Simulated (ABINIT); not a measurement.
# ZrO2 (Fm-3m) in ABINIT: equation of state with r2SCAN

Aim: the equation of state of ZrO2 with r2SCAN.

All numbers are computed with ABINIT 10.8.3 (patched build); they aren't measurements. Logs are shortened: lines on timing, memory, paths and dates and some standing lists are left out, and cuts for length are marked. The log counts tension as positive stress, the text compression.

## 1. The crystal as given

Symmetry: Fm-3m, No. 225, cubic system. The conventional cell has a = 5.090 Å, b = 5.090 Å, c = 5.090 Å, α = 90.00°, β = 90.00°, γ = 90.00°. Around Zr (site symmetry m-3m) lie 8 O at 2.20 Å. Around O (site symmetry -43m) lie 4 Zr at 2.20 Å.

Measurements of this composition are mostly on another form, of space group No. 14.

## 2. Equation of state, r2SCAN

The input, run.abi:

```
# Datasets: one volume each
ndtset 7
getwfk -1
scalecart1 3*0.9795861087
scalecart2 3*0.9864848297
scalecart3 3*0.9932883884
scalecart4 3*1.0000000000
scalecart5 3*1.0066227096
scalecart6 3*1.0131594038
scalecart7 3*1.0196128224

# Pseudopotentials
pp_dirpath "./"
pseudos "Zr.GGA_PBE-JTH.xml, O.GGA_PBE-JTH.xml"

# Structure
acell 3*1.0 Angstrom
rprim
     0.0000000000     2.5450727058     2.5450727058
     2.5450727058     0.0000000000     2.5450727058
     2.5450727058     2.5450727058     0.0000000000
ntypat 2
znucl 40 8
natom 3
typat 1 2 2
xred
     0.0000000000     0.0000000000     0.0000000000
     0.7500000000     0.7500000000     0.7500000000
     0.2500000000     0.2500000000     0.2500000000

# Plane-wave basis
ecut 28.0
pawecutdg 50.0

# k points
kptopt 1
ngkpt 8 8 8
nshiftk 1
shiftk 0.0 0.0 0.0

# Exchange and correlation
ixc -497498
usekden 1
pawxcdev 0

# Bands and occupations
nband 16
occopt 3
tsmear 0.00183747

# SCF cycle
nstep 100
tolvrs 1.0e-7

# Output
iomode 3
prtwf 1
prtden 0
prteig 0
prtebands 0
enunit 1
```

Potentials or basis: JTH PAW PBE v2.0.

The run is started by

```console
> abinit run.abi > log 2>&1
```

run.abo:

```text
.Version 10.8.3 of ABINIT
 DATASET    1 : space group Fm -3 m (#225); Bravais cF (face-center cubic)
================================================================================
 Values of the parameters that define the memory need for DATASET  1.
     intxc =       0    ionmov =       0      iscf =      17    lmnmax =      18
     lnmax =       6     mgfft =      32  mpssoang =       3    mqgrid =    3001
     natom =       3  nloc_mem =       2    nspden =       1   nspinor =       1
    nsppol =       1      nsym =      48    n1xccc =       1    ntypat =       2
    occopt =       3   xclevel =       2
       mpw =        1494          nfft =       32768          nkpt =          29
 PAW method is used; the additional fine FFT grid is defined by:
   mgfftf=        45    nfftf =     91125
================================================================================
================================================================================
[... 71 lines left out ...]
 DATASET    7 : space group Fm -3 m (#225); Bravais cF (face-center cubic)
================================================================================
 Values of the parameters that define the memory need for DATASET  7.
     intxc =       0    ionmov =       0      iscf =      17    lmnmax =      18
     lnmax =       6     mgfft =      36  mpssoang =       3    mqgrid =    3001
     natom =       3  nloc_mem =       2    nspden =       1   nspinor =       1
    nsppol =       1      nsym =      48    n1xccc =       1    ntypat =       2
    occopt =       3   xclevel =       2
       mpw =        1700          nfft =       46656          nkpt =          29
 PAW method is used; the additional fine FFT grid is defined by:
   mgfftf=        48    nfftf =    110592
================================================================================
================================================================================

--------------------------------------------------------------------------------
------------- Echo of variables that govern the present computation ------------
--------------------------------------------------------------------------------
 -outvars: echo values of preprocessed input variables --------
            acell      1.8897261259E+00  1.8897261259E+00  1.8897261259E+00 Bohr
              amu      9.12240000E+01  1.59994000E+01
             ecut      2.80000000E+01 Hartree
           enunit           1
           getwfk          -1
              ixc     -497498
           jdtset        1    2    3    4    5    6    7
         kptrlatt        8    0    0      0    8    0      0    0    8
          kptrlen1     5.33023877E+01
          kptrlen2     5.36777689E+01
          kptrlen3     5.40479722E+01
          kptrlen4     5.44131722E+01
          kptrlen5     5.47735349E+01
          kptrlen6     5.51292171E+01
          kptrlen7     5.54803681E+01
            natom           3
            nband          16
           ndtset           7
            ngfft1         32      32      32
            ngfft2         32      32      32
            ngfft3         36      36      36
            ngfft4         36      36      36
            ngfft5         36      36      36
            ngfft6         36      36      36
            ngfft7         36      36      36
          ngfftdg1         45      45      45
          ngfftdg2         45      45      45
          ngfftdg3         45      45      45
          ngfftdg4         45      45      45
          ngfftdg5         45      45      45
          ngfftdg6         45      45      45
          ngfftdg7         48      48      48
             nkpt          29
            nstep         100
             nsym          48
           ntypat           2
           occopt           3
        pawecutdg      5.00000000E+01 Hartree
         pawxcdev           0
           prtden           0
        prtebands           0
           prteig           0
          prtkden           1
            rprim1     0.0000000000E+00  2.4931178682E+00  2.4931178682E+00
                       2.4931178682E+00  0.0000000000E+00  2.4931178682E+00
                       2.4931178682E+00  2.4931178682E+00  0.0000000000E+00
            rprim2     0.0000000000E+00  2.5106756148E+00  2.5106756148E+00
                       2.5106756148E+00  0.0000000000E+00  2.5106756148E+00
                       2.5106756148E+00  2.5106756148E+00  0.0000000000E+00
            rprim3     0.0000000000E+00  2.5279911663E+00  2.5279911663E+00
                       2.5279911663E+00  0.0000000000E+00  2.5279911663E+00
                       2.5279911663E+00  2.5279911663E+00  0.0000000000E+00
            rprim4     0.0000000000E+00  2.5450727058E+00  2.5450727058E+00
                       2.5450727058E+00  0.0000000000E+00  2.5450727058E+00
                       2.5450727058E+00  2.5450727058E+00  0.0000000000E+00
            rprim5     0.0000000000E+00  2.5619279832E+00  2.5619279832E+00
                       2.5619279832E+00  0.0000000000E+00  2.5619279832E+00
                       2.5619279832E+00  2.5619279832E+00  0.0000000000E+00
            rprim6     0.0000000000E+00  2.5785643452E+00  2.5785643452E+00
                       2.5785643452E+00  0.0000000000E+00  2.5785643452E+00
                       2.5785643452E+00  2.5785643452E+00  0.0000000000E+00
            rprim7     0.0000000000E+00  2.5949887648E+00  2.5949887648E+00
                       2.5949887648E+00  0.0000000000E+00  2.5949887648E+00
                       2.5949887648E+00  2.5949887648E+00  0.0000000000E+00
          spgroup         225
           tolvrs      1.00000000E-07
           tsmear      1.83747000E-03 Hartree
            typat      1  2  2
          usekden           1
           useylm           1
           xangst1     0.0000000000E+00  0.0000000000E+00  0.0000000000E+00
                       3.7396768023E+00  3.7396768023E+00  3.7396768023E+00
                       1.2465589341E+00  1.2465589341E+00  1.2465589341E+00
           xangst2     0.0000000000E+00  0.0000000000E+00  0.0000000000E+00
                       3.7660134221E+00  3.7660134221E+00  3.7660134221E+00
                       1.2553378074E+00  1.2553378074E+00  1.2553378074E+00
           xangst3     0.0000000000E+00  0.0000000000E+00  0.0000000000E+00
                       3.7919867495E+00  3.7919867495E+00  3.7919867495E+00
                       1.2639955832E+00  1.2639955832E+00  1.2639955832E+00
           xangst4     0.0000000000E+00  0.0000000000E+00  0.0000000000E+00
                       3.8176090587E+00  3.8176090587E+00  3.8176090587E+00
                       1.2725363529E+00  1.2725363529E+00  1.2725363529E+00
           xangst5     0.0000000000E+00  0.0000000000E+00  0.0000000000E+00
                       3.8428919749E+00  3.8428919749E+00  3.8428919749E+00
                       1.2809639916E+00  1.2809639916E+00  1.2809639916E+00
           xangst6     0.0000000000E+00  0.0000000000E+00  0.0000000000E+00
                       3.8678465179E+00  3.8678465179E+00  3.8678465179E+00
[... 10 lines left out ...]
            xcart3     0.0000000000E+00  0.0000000000E+00  0.0000000000E+00
                       7.1658164295E+00  7.1658164295E+00  7.1658164295E+00
                       2.3886054765E+00  2.3886054765E+00  2.3886054765E+00
            xcart4     0.0000000000E+00  0.0000000000E+00  0.0000000000E+00
                       7.2142355767E+00  7.2142355767E+00  7.2142355767E+00
                       2.4047451922E+00  2.4047451922E+00  2.4047451922E+00
            xcart5     0.0000000000E+00  0.0000000000E+00  0.0000000000E+00
                       7.2620133639E+00  7.2620133639E+00  7.2620133639E+00
                       2.4206711213E+00  2.4206711213E+00  2.4206711213E+00
            xcart6     0.0000000000E+00  0.0000000000E+00  0.0000000000E+00
                       7.3091706158E+00  7.3091706158E+00  7.3091706158E+00
                       2.4363902053E+00  2.4363902053E+00  2.4363902053E+00
            xcart7     0.0000000000E+00  0.0000000000E+00  0.0000000000E+00
                       7.3557270978E+00  7.3557270978E+00  7.3557270978E+00
                       2.4519090326E+00  2.4519090326E+00  2.4519090326E+00
             xred      0.0000000000E+00  0.0000000000E+00  0.0000000000E+00
                       7.5000000000E-01  7.5000000000E-01  7.5000000000E-01
                       2.5000000000E-01  2.5000000000E-01  2.5000000000E-01
            znucl       40.00000    8.00000

================================================================================

 chkinp: Checking input parameters for consistency, jdtset=   1.

 chkinp: Checking input parameters for consistency, jdtset=   2.
[... 36 lines left out ...]
 getcut: wavevector=  0.0000  0.0000  0.0000  ngfft=  45  45  45
         ecut(hartree)=     50.000   => boxcut(ratio)=   2.07465

--- Pseudopotential description ------------------------------------------------
- pspini: atom type   1  psp file is ./Zr.GGA_PBE-JTH.xml
 Pseudopotential format is: paw10
 basis_size (lnmax)=  6 (lmn_size= 18), orbitals=   0   0   1   1   2   2
 Spheres core radius: rc_sph= 2.22030268
 Shapefunction is BESSEL type: shapef(r,l)=aa(1,l)*jl(q(1,l)*r)+aa(2,l)*jl(q(2,l)*r)
 Radius for shape functions =  2.22030268
 Compensation charge density is not taken into account in XC energy/potential

- pspini: atom type   2  psp file is ./O.GGA_PBE-JTH.xml
 Pseudopotential format is: paw10
 basis_size (lnmax)=  4 (lmn_size=  8), orbitals=   0   0   1   1
 Spheres core radius: rc_sph= 1.41465230
 Shapefunction is SIN type: shapef(r)=[sin(pi*r/rshp)/(pi*r/rshp)]**2
 Radius for shape functions =  1.20231231
 Compensation charge density is not taken into account in XC energy/potential

   5.94797163E+02                                ecore*ucvol(ha*bohr**3)
--------------------------------------------------------------------------------

================================================================================

--- !BeginCycle
iteration_state: {dtset: 1, }
solver: {iscf: 17, nstep: 100, nline: 4, wfoptalg: 10, }
tolerances: {tolvrs: 1.00E-07, }
...
[... 1320 lines left out ...]
-Cartesian components of stress tensor (GPa)         [Pressure= -1.4333E+01 GPa]
- sigma(1 1)=  1.43325810E+01  sigma(3 2)=  0.00000000E+00
- sigma(2 2)=  1.43325810E+01  sigma(3 1)=  0.00000000E+00
- sigma(3 3)=  1.43325810E+01  sigma(2 1)=  0.00000000E+00

== END DATASET(S) ==============================================================
================================================================================

 -outvars: echo values of variables after computation  --------
            acell      1.8897261259E+00  1.8897261259E+00  1.8897261259E+00 Bohr
           etotal1    -6.6203660255E+01
           etotal2    -6.6205771945E+01
           etotal3    -6.6206934088E+01
           etotal4    -6.6207242264E+01
           etotal5    -6.6206777439E+01
           etotal6    -6.6205621824E+01
           etotal7    -6.6203834104E+01
            fcart1    -1.1906831822E-30  3.5720495467E-30 -3.5720495467E-30
                       2.3813663645E-29  7.0064923216E-46 -2.1432297280E-29
                      -2.2622980462E-29 -3.5720495467E-30  2.5004346827E-29
            fcart2     3.5470693620E-30 -1.1823564540E-30 -3.5470693620E-30
                       3.5470693620E-30 -1.1823564540E-30  3.5470693620E-30
                      -7.0941387241E-30  2.3647129080E-30 -7.0064923216E-46
            fcart3    -0.0000000000E+00 -0.0000000000E+00 -0.0000000000E+00
                       1.0568320811E-29  7.0064923216E-46 -7.0455472074E-30
                      -1.0568320811E-29 -7.0064923216E-46  7.0455472074E-30
            fcart4    -1.6186728418E-47  2.3327534104E-30 -2.3327534104E-30
[... 52 lines left out ...]
           xangst3     0.0000000000E+00  0.0000000000E+00  0.0000000000E+00
                       3.7919867495E+00  3.7919867495E+00  3.7919867495E+00
                       1.2639955832E+00  1.2639955832E+00  1.2639955832E+00
           xangst4     0.0000000000E+00  0.0000000000E+00  0.0000000000E+00
                       3.8176090587E+00  3.8176090587E+00  3.8176090587E+00
                       1.2725363529E+00  1.2725363529E+00  1.2725363529E+00
           xangst5     0.0000000000E+00  0.0000000000E+00  0.0000000000E+00
                       3.8428919749E+00  3.8428919749E+00  3.8428919749E+00
                       1.2809639916E+00  1.2809639916E+00  1.2809639916E+00
           xangst6     0.0000000000E+00  0.0000000000E+00  0.0000000000E+00
                       3.8678465179E+00  3.8678465179E+00  3.8678465179E+00
                       1.2892821726E+00  1.2892821726E+00  1.2892821726E+00
           xangst7     0.0000000000E+00  0.0000000000E+00  0.0000000000E+00
                       3.8924831472E+00  3.8924831472E+00  3.8924831472E+00
                       1.2974943824E+00  1.2974943824E+00  1.2974943824E+00
             xred      0.0000000000E+00  0.0000000000E+00  0.0000000000E+00
                       7.5000000000E-01  7.5000000000E-01  7.5000000000E-01
                       2.5000000000E-01  2.5000000000E-01  2.5000000000E-01
 Calculation completed.
```

Run time: 8 min. Hardware: 1 thread of Arm Neoverse V2, shared host; peak memory 0.21 GiB.

What came out:

```
Equilibrium volume                      : 10.96 Å³/atom
Bulk modulus                            : 257 GPa
Pressure derivative of the bulk modulus : 4.2
```

Energy against volume, from the lowest point:
| volume (Å³/atom) | energy (meV/atom) |
| --- | --- |
| 10.331 | 32.49 |
| 10.551 | 13.34 |
| 10.770 | 2.80 |
| 10.990 | 0.00 |
| 11.210 | 4.22 |
| 11.430 | 14.70 |
| 11.650 | 30.91 |

Caveat: pressures at fixed basis lie under the slope of the energies; the PAW data sets were made with another functional, which shifts forces and pressure a little.
